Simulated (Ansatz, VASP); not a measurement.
Two plane-wave programs on Mo

Contents of INCAR:

```
SYSTEM = Mo
ALGO = Fast ; EDIFF = 1E-6
EDIFFG = -0.04 ; ENCUT = 600
GGA = PE ; IBRION = 2
ISIF = 3 ; ISMEAR = 0
LASPH = .TRUE. ; LCHARG = .FALSE.
LREAL = .FALSE. ; LWAVE = .FALSE.
NELM = 100 ; NSW = 90
PREC = Accurate ; SIGMA = 0.1
```

The input KPOINTS:

```
k-points
0
G
  9 9 9
  0 0 0
```

POSCAR

```
Mo
1.0
    1.3864890163      0.8004898068      4.9269699688
   -1.3864890163      0.8004898068      4.9269699688
    0.0000000000     -1.6009796135      4.9269699688
Mo
2
Direct
    0.0865047543      0.0865047543      0.0865047543
    0.9134952457      0.9134952457      0.9134952457
```

Input for Ansatz:

```yaml
crystal:
  lattice:
    - [1.3864890163, 0.8004898068, 4.9269699688]
    - [-1.3864890163, 0.8004898068, 4.9269699688]
    - [0.0, -1.6009796135, 4.9269699688]
  atoms:
    - { symbol: Mo, position: [0.0865047543, 0.0865047543, 0.0865047543] }
    - { symbol: Mo, position: [0.9134952457, 0.9134952457, 0.9134952457] }
basis:
  ecutwfc: 420
kpoints:
  mp_grid: { grid: [9, 9, 9] }
hamiltonian:
  xc: pbe
scf:
  occupations: { method: gaussian, width: 0.1 }
  lower_state_search: "off"
output:
  forces: true
  stress: true
  eigenvalues: true
relax:
  adjacent_minimum: "off"
  f_tol: 0.04
  max_steps: 70
  cell: { stress_tol: 0.4 }
```

Alike in both runs: task relaxation of cell and atoms; functional PBE; k mesh 9 × 9 × 9; occupations gaussian, width 0.1 eV; no spin polarisation.

|  | VASP | Ansatz |
| --- | --- | --- |
| version | VASP 6.6.1 | Ansatz 0.2.0 |
| potentials or method | VASP PAW PBE potentials, release 64 (Mo_sv) | scalar-relativistic, plane waves, PAW |
| plane-wave cutoff (eV) | 600 | 420 |
| valence electrons in the cell | 28 | 28 |

```csv
,VASP,Ansatz,Ansatz less VASP
"gap on the k mesh at the Fermi level, each at its own relaxed structure (eV)",none,none,-
relaxed volume (Å³/atom),16.50,16.46,-0.040
relaxed cell length with the largest relative difference (Å),5.231,5.222,-0.0088
energy change over the relaxation (meV/atom),-2,-1,+0.2
```

A gap of «none» marks a metal or a gap that the smearing closes.
